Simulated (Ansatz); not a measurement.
Here is an Ansatz 0.2.0 calculation.

input.yaml

```yaml
crystal:
  lattice:
    - [0.0, 1.9465, 1.9465]
    - [1.9465, 0.0, 1.9465]
    - [1.9465, 1.9465, 0.0]
  atoms:
    - { symbol: Pd, position: [0.0, 0.0, 0.0] }
hamiltonian:
  xc: r2scan
  pseudopotentials: { kind: paw }
  dispersion: d3bj
kpoints:
  mp_grid: { grid: [12, 12, 12] }
scf:
  occupations: { method: fermi_dirac, width: 0.05 }
output:
  forces: true
  stress: true
  write_density: true
  write_potential: true
  elf: true
  volumetric_format: npy
relax:
  f_tol: 0.01
  max_steps: 40
  cell: { stress_tol: 0.05 }
```

Potentials or basis: Ansatz PAW.

Launch:

```sh
$ ansatz run input.yaml --threads 2 --pin off --max-ram 5120MiB --backend cpu --events-out ev --progress --plain --runs-dir out
```

What does it give for the relaxed volume?

14.64 Å³/atom.

Predict the band gap on the k mesh.

none (metal or under the smearing width).

Estimate the space group after relaxing (to 0.05 Å).

Fm-3m (No. 225).

The path:
```
step  energy change (eV)  largest force (eV/Å)  volume (Å³)
   1              0.0000                0.0000        14.75
   2             -0.0005                0.0000        14.56
   3             -0.0007                0.0000        14.64
   4             -0.0005                0.0000        14.64
```

Caveat: the plane-wave basis is chosen anew once the cell has moved, so the energies of steps on either side of that aren't comparable; pairwise dispersion overbinds metals, which lowers pressure and volume; the PAW data sets come from PBE, with cores solved anew for the run's functional, which leaves a small shift of forces and pressure; the dispersion damping was fitted for another functional or another form of the correction.
